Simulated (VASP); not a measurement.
Here is a VASP 6.6.1 calculation.

The input INCAR:

```
SYSTEM = Sn
PREC = Accurate
ENCUT = 600
EDIFF = 1E-7
ISMEAR = -1
SIGMA = 0.05
LREAL = .False.
LASPH = .True.
NELM = 80
ALGO = Normal
ISIF = 3
LWAVE = .False.
LCHARG = .False.
GGA = 91
IBRION = 2
NSW = 60
EDIFFG = -0.01
```

File KPOINTS:

```
regular mesh
0
Gamma
  10 10 10
  0 0 0
```

File POSCAR:

```
Sn
1.0
   -1.8946518192      1.8946518192      1.8946518192
    1.8946518192     -1.8946518192      1.8946518192
    1.8946518192      1.8946518192     -1.8946518192
Sn
1
Direct
    0.0000000000      0.0000000000      0.0000000000
```

Potentials or basis: VASP PAW PBE potentials, release 64 (Sn_d).

Command:

```console
$ cat potpaw_PBE.64/Sn_d/POTCAR > POTCAR
$ mpirun -np 1 vasp_std > vasp.out
```

(1) What does it give for the relaxed volume?

(2) Predict the band gap on the k mesh.

(3) Predict the relaxed cell.

(4) Estimate the space group after relaxing (to 0.05 Å).

Answers

(1) 27.69 Å³/atom.

(2) none (metal or under the smearing width).

(3) a = 3.301 Å, b = 3.301 Å, c = 3.301 Å, α = 109.47°, β = 109.47°, γ = 109.47°.

(4) Im-3m (No. 229).

Caveat: the PAW data sets were made with another functional, which shifts forces and pressure a little.
